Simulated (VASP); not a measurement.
# C (C2/m) in VASP: further runs

Runs on C. Level: PBEsol. Tasks: single point.

Everything below comes from runs of VASP 6.6.1. Logs are shortened: lines on timing, memory, paths and dates and some standing lists are left out, and cuts for length are marked.

**1. The crystal as given**

It takes space group C2/m (No. 12, monoclinic). The conventional cell has a = 4.255 Å, b = 2.457 Å, c = 3.765 Å, α = 90.00°, β = 111.49°, γ = 90.00°. C (site symmetry m) has 3 C at 1.42 Å as nearest neighbours.

This is a stacking variant of graphite.

**2. Single point, PBEsol**

Contents of INCAR:

```
  PREC = Normal
  ENCUT = 460
  EDIFF = 1E-6
  ISMEAR = 0
  SIGMA = 0.05
  LREAL = F
  LASPH = T
  NELM = 100
  ALGO = Normal
  ISIF = 2
  LWAVE = F
  LCHARG = F
  GGA = PS
  ADDGRID = F
```

Contents of KPOINTS:

```
regular mesh
0
Gamma
  6 6 4
```

Contents of POSCAR:

```
C
1.0
    2.1273203072     -1.2282824400      0.0000000000
    2.1273203072      1.2282824400      0.0000000000
   -1.3790696309      0.0000000000      3.5028300786
C
2
Direct
    0.1666444700      0.1666444700      0.9999069600
    0.8333555300      0.8333555300      0.0000930400
```

Potentials or basis: VASP PAW PBE potentials, release 64 (C).

Launch:

```sh
cat potpaw_PBE.64/C/POTCAR > POTCAR
mpirun -np 1 vasp_std > vasp.out
```

OUTCAR:

```text
PREC = Normal
   ENCUT = 460
   EDIFF = 1E-6
   ISMEAR = 0
   LREAL = F
   LASPH = T
   NELM = 100
   ISIF = 2
   GGA = PS

 Found     47 irreducible k-points:

 Following reciprocal coordinates:
            Coordinates               Weight
  0.000000  0.000000  0.000000      1.000000
  0.166667  0.000000 -0.000000      4.000000
  0.333333  0.000000  0.000000      4.000000
  0.500000  0.000000  0.000000      2.000000
  0.166667  0.166667 -0.000000      2.000000
  0.333333  0.166667  0.000000      4.000000
   k-points           NKPTS =     47   k-points in BZ     NKDIM =     47   number of bands    NBANDS=      8
   number of dos      NEDOS =    301   number of ions     NIONS =      2
   total plane-waves  NPLWV =   3920
   dimension x,y,z NGX =    14 NGY =   14 NGZ =   20
   dimension x,y,z NGXF=    28 NGYF=   28 NGZF=   40
   ions per type =               2
   NGX,Y,Z   is equivalent  to a cutoff of   9.47,  9.47,  8.83 a.u.
   NGXF,Y,Z  is equivalent  to a cutoff of  18.95, 18.95, 17.66 a.u.
 SYSTEM =  unknown system
   PREC   = normal    normal or accurate (medium, high low for compatibility)
   ISTART =      0    job   : 0-new  1-cont  2-samecut
   ICHARG =      2    charge: 1-file 2-atom 10-const
   ISPIN  =      1    spin polarized calculation?
   LNONCOLLINEAR =      F non collinear calculations
   LSORBIT =      F    spin-orbit coupling
   LASPH  =      T    aspherical Exc in radial PAW
   ENCUT  =  460.0 eV  33.81 Ry    5.81 a.u.   4.30  4.30  6.58*2*pi/ulx,y,z
   NELM   =    100;   NELMIN=  2; NELMDL= -5     # of ELM steps
   EDIFF  = 0.1E-05   stopping-criterion for ELM
   LREAL  =      F    real-space projection
   EDIFFG = 0.1E-04   stopping-criterion for IOM
   NSW    =      0    number of steps for IOM
   IBRION =     -1    ionic relax: 0-MD 1-quasi-New 2-CG
   NFREE  =      0    steps in history (QN), initial steepest desc. (CG)
   ISIF   =      2    stress and relaxation
   ISYM   =      2    0-nonsym 1-usesym 2-fastsym
   POTIM  = 0.5000    time-step for ionic-motion
   TEBEG  =    0.0;   TEEND  =   0.0 temperature during run
   PSTRESS=    0.0 pullay stress
   NELECT =       8.0000    total number of electrons
   NUPDOWN=      -1.0000    fix difference up-down
   EMIN   =  10.00;   EMAX   =-10.00  energy-range for DOS
   EFERMI =   0.00;   METHOD = LEGACY
   ISMEAR =     0;   SIGMA  =   0.05  broadening in eV -4-tet -1-fermi 0-gaus
   EFERMI_NEDOS =   21; number of points for ismear=-14 and -15
   IALGO  =     38    algorithm
   IMIX   =      4    mixing-type and parameters
     AMIX     =   0.40;   BMIX     =  1.00
     AMIX_MAG =   1.60;   BMIX_MAG =  1.00
  volume/ion in A,a.u.               =       9.15        61.77
  Fermi-wavevector in a.u.,A,eV,Ry     =   1.242352  2.347705 20.999765  1.543439
  Thomas-Fermi vector in A             =   2.376710
   LORBIT       =      0    0 simple, 1 ext, 2 COOP (PROOUT), +10 PAW based schemes
   GGA     = PS    functional components
   LHFCALC =     F    Hartree Fock is set to
   AEXX    =    0.0000 exact exchange contribution
   IVDW    =     0    specifies the selected vdW correction
   LEPSILON=     F    determine dielectric tensor
   LRPA    =     F    only Hartree local field effects (RPA)
 non-spin polarized calculation
 Gauss-broadening in eV      SIGMA  =   0.05
  energy-cutoff  :      460.00
  volume of cell :       18.31
 maximum number of plane-waves:       424
   NGX =  9   NGY =  9   NGZ = 13

 number of electron       7.9999997 magnetization

 Free energy of the ion-electron system (eV)
  ---------------------------------------------------
  ext. energy  EPLUGINS =         0.00000000
  ---------------------------------------------------
  free energy    TOTEN  =       -19.26021557 eV

  energy without entropy =      -19.26021557  energy(sigma->0) =      -19.26021557

 E-fermi :   4.2699     XC(G=0): -10.2694

 val. band max:        4.0555381082   @ k =  -0.3333   0.3333   0.0000
 cond. band min:       4.5319131212   @ k =  -0.3333   0.3333   0.5000
 fundamental gap:      0.4763750130
 Fermi energy:         4.2699013678

 k-point     1 :       0.0000    0.0000    0.0000
  band No.  band energies     occupation
      1     -15.3792      2.00000
      2      -2.5793      2.00000
      3       1.3100      2.00000
      4       1.3131      2.00000
      5       7.9843      0.00000
      6      12.6853      0.00000
      7      12.6878      0.00000
      8      15.8311      0.00000

 k-point     2 :       0.1667    0.0000   -0.0000
  band No.  band energies     occupation
      1     -14.7095      2.00000
      2      -1.8715      2.00000
      3      -0.9910      2.00000
      4       0.1648      2.00000
      5       8.9287      0.00000
      6      12.7487      0.00000
      7      13.7069      0.00000
      8      15.2608      0.00000

 k-point     3 :       0.3333    0.0000    0.0000
  band No.  band energies     occupation
      1     -12.7364      2.00000
      2      -5.3379      2.00000
      3      -1.4670      2.00000
      4       0.1544      2.00000
      5       9.3068      0.00000
      6      11.6668      0.00000
      7      12.3022      0.00000
      8      19.8437      0.00000

 k-point     4 :       0.5000    0.0000    0.0000
  band No.  band energies     occupation
      1      -9.9836      2.00000
      2      -9.0383      2.00000
      3      -2.1083      2.00000
      4       2.2088      2.00000
      5       6.2450      0.00000
      6      11.9089      0.00000
      7      15.7645      0.00000
      8      16.2213      0.00000

 k-point     5 :       0.1667    0.1667   -0.0000
  band No.  band energies     occupation
      1     -14.6928      2.00000
      2      -2.0231      2.00000
      3      -0.9731      2.00000
      4       0.1502      2.00000
      5       9.2833      0.00000
      6      12.7003      0.00000
      7      13.6422      0.00000
      8      15.2600      0.00000

 k-point     6 :       0.3333    0.1667    0.0000
  band No.  band energies     occupation
      1     -13.3593      2.00000
      2      -3.4221      2.00000
      3      -2.1306      2.00000
      4      -0.7421      2.00000
      5      10.6581      0.00000
      6      11.4085      0.00000
      7      14.4091      0.00000
      8      16.0715      0.00000

 [... further k-points ...]

------------------------ aborting loop because EDIFF is reached ----------------------------------------

  FORCE on cell =-STRESS in cart. coord.  units (eV):
  Direction    XX          YY          ZZ          XY          YZ          ZX
  --------------------------------------------------------------------------------------
  -------------------------------------------------------------------------------------
  Total        0.3054896      0.2814602     -0.1211827      0.0000000      0.0000000     -0.0095669
  in kB       26.7378745     24.6347077    -10.6064767      0.0000000      0.0000000     -0.8373388
  external PRESSURE =      13.5887018 kB  Pullay stress =       0.0000000 kB

 VOLUME and BASIS-vectors are now :
 -----------------------------------------------------------------------------
  energy-cutoff  :      460.00
  volume of cell :       18.31
      direct lattice vectors                 reciprocal lattice vectors
     2.127320307 -1.228282440  0.000000000     0.235037478 -0.407072497  0.092534619
     2.127320307  1.228282440  0.000000000     0.235037478  0.407072497  0.092534619
    -1.379069631  0.000000000  3.502830079     0.000000000  0.000000000  0.285483446

 POSITION                                       TOTAL-FORCE (eV/Angst)
 -----------------------------------------------------------------------------------
     -0.66993      0.00000      3.50250         0.004335      0.000000     -0.051523
      3.54550      0.00000      0.00033        -0.004335      0.000000      0.051523
 -----------------------------------------------------------------------------------
    total drift:                               -0.000000     -0.000000      0.000000

  FREE ENERGIE OF THE ION-ELECTRON SYSTEM (eV)
  ---------------------------------------------------
  free  energy   TOTEN  =       -19.2602155694 eV

  energy  without entropy=      -19.2602155694  energy(sigma->0) =      -19.26021557
```

Wall time 7.7 s (1 thread of Intel Xeon Platinum 8488C (Sapphire Rapids), shared host); peak memory 0.1 GiB.

The run converged, but some of its settings lie outside the range that counts as converged, so its numbers aren't taken as properties of the crystal.

Results:

```
Free energy            : -19.2602 eV
Pressure               : 1.4 GPa
Largest force          : 0.052 eV/Å
Band gap on the k mesh : 0.48 eV, indirect (least direct gap 0.50 eV)
```

Caveat: the k mesh is coarse (spacing up to 0.50 Å⁻¹), so the values aren't converged; the cutoff is under 1.25 times the usual one of these potentials, so pressure, stress and relaxed cells hold a basis-set (Pulay) error; the PAW data sets were made with another functional, which shifts forces and pressure a little; this functional lacks dispersion, which binds the layers, so the pressure and a relaxed spacing across them are unreliable.

(Continued in part 2 of 2.)
